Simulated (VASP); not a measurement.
A run of VASP 6.6.1 is set up as follows.

INCAR

```
PREC = Accurate
ENCUT = 600
EDIFF = 1E-6
ISMEAR = 0
SIGMA = 0.1
LREAL = False
LASPH = True
NELM = 100
ALGO = Fast
ISIF = 3
LWAVE = False
LCHARG = False
GGA = PS
IBRION = 2
NSW = 90
EDIFFG = -0.04
```

The input KPOINTS:

```
Automatic mesh
0
Gamma
  9 9 9
```

File POSCAR:

```
V
1.0
    2.0575563169      1.1879306934      0.8826931754
   -2.0575563169      1.1879306934      0.8826931754
    0.0000000000     -2.3758613869      0.8826931754
V
1
Direct
    0.5000000000      0.5000000000      0.5000000000
```

Potentials or basis: VASP PAW PBE potentials, release 64 (V_sv).

Launch:

```sh
$ cat potpaw_PBE.64/V_sv/POTCAR > POTCAR
$ mpirun -np 1 vasp_std > vasp.out
```

What does it give for the relaxed cell?

a = 2.541 Å, b = 2.541 Å, c = 2.541 Å, α = 108.73°, β = 108.73°, γ = 108.73°.

Estimate the space group after relaxing (to 0.05 Å).

R-3m (No. 166).

Predict the band gap on the k mesh.

none (metal or under the smearing width).

Estimate the relaxed volume.

12.96 Å³/atom.

Final structure:
```
V
1.0
     2.06492    1.19218    0.87728
    -2.06492    1.19218    0.87728
     0.00000   -2.38436    0.87728
V
1
Direct
  0.50000 0.50000 0.50000
```

Caveat: the PAW data sets were made with another functional, which shifts forces and pressure a little.
